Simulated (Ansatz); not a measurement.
## How TaSi$_{2}$ stores the work of compression

The calculation used DFT r2SCAN, scalar-relativistic, plane waves, PAW (Ansatz). (500 eV cutoff, 12×12×6 k-mesh, Gaussian smearing of 0.10 eV, no spin polarisation)

Starting point, cell and atoms relaxed:

```
Ta Si
1.0
     4.77997    0.00000    0.00000
    -2.38998    4.13957    0.00000
     0.00000    0.00000    6.55476
Ta Si
3 6
Cartesian
  2.3900 0.0000 0.0000
  1.1950 2.0698 4.3698
  -1.1950 2.0698 2.1849
  0.0000 1.3104 0.0000
  3.6452 0.6552 4.3698
  1.2552 3.4844 2.1849
  2.3900 2.8292 0.0000
  -1.2552 3.4844 4.3698
  1.1348 0.6552 2.1849
```

Cell and atoms were relaxed at each target pressure within the start's symmetry (P6_422), at zero temperature; other phases can be more stable under pressure. H = E + PV with P the target; E is the free energy at the smearing used, whose derivative the pressure is, per atom and counted from zero pressure.

Spin–orbit coupling is left out, which can shift energies with elements as heavy as these.

```tsv
P (GPa)	V (Å³/atom)	E − E0 (meV)	H − H0 (meV)
0	14.411	0.0	0.0
2	14.266	0.9	179.0
5	14.062	5.3	444.1
10	13.753	19.7	878.1
20	13.225	68.6	1719.5
```

Question: Thermodynamics gives dH/dP = V along a relaxed path. Integrate V over P by the trapezoid rule and compare with the computed enthalpies.

Answer: With 1 eV/Å³ = 160.22 GPa, each step adds the mean volume times ΔP / 160.22:
```
P (GPa)  ∫V dP (meV) H − H0 (meV) difference (meV)
      2        179.0         179.0               0.0
      5        444.2         444.1               0.1
     10        878.2         878.1               0.1
     20       1720.1        1719.5               0.7
```

V(P) curves upward, so the trapezoid rule runs high; integrating a smooth curve through the same points (P as a polynomial of degree 4 in ln V) puts that excess at about 0.7 meV at 20 GPa, against the 0.7 meV found.

Question: At 20 GPa, how much of the enthalpy change is stored energy and how much is the PV term?

Answer: E rises by 69 meV/atom and PV is 20 × 13.225 / 160.22 = 1651 meV/atom, so PV makes 96 % of ΔH. So between rival structures at high pressure a small difference in volume can outweigh the difference in energy: 1 % of this volume is worth 16.5 meV/atom at this pressure.

Question: What bulk modulus do the lowest pressures give, and how is the compression shared among the axes?

Answer: From the pressures that the runs reached, -2.02 GPa (14.564 Å³) and 1.99 GPa (14.266 Å³), B = −ΔP/Δln V = 4.01 / 0.0207 = 194 GPa, a mean over that range. The linear compressibilities −Δln(length)/ΔP are 1.93 along a, 1.93 along b, 1.30 along c (in TPa⁻¹). With fixed angles they add up to 1/B: 5.16 against 5.16. Softest: a and b, at 37 % of the volume change per axis.

The stored energy rises much faster than the pressure, because near equilibrium it is quadratic in strain, whereas the PV term is nearly linear. It still falls short of a strictly quadratic rise with pressure, since the lattice stiffens as short-range repulsion grows. The dominance of PV in the enthalpy therefore doesn't mean that most of the compression work escapes storage: PV is mainly pressure times the volume already present at zero pressure.

The stiffer c axis shows that the stacked TaSi$_{2}$ layers are not weakly bound sheets. In the relaxed starting cell, the shortest Ta–Si contacts run between layers and are shorter than those within them. Directional Ta d–Si p bonding across the layers probably resists compression along c, while the longer in-plane contacts yield more easily. This remains an inference from geometry, as no bonding analysis or separate elastic constants are given. The close match between integrated volumes and enthalpies establishes internal consistency, not the accuracy of the equation of state against experiment.
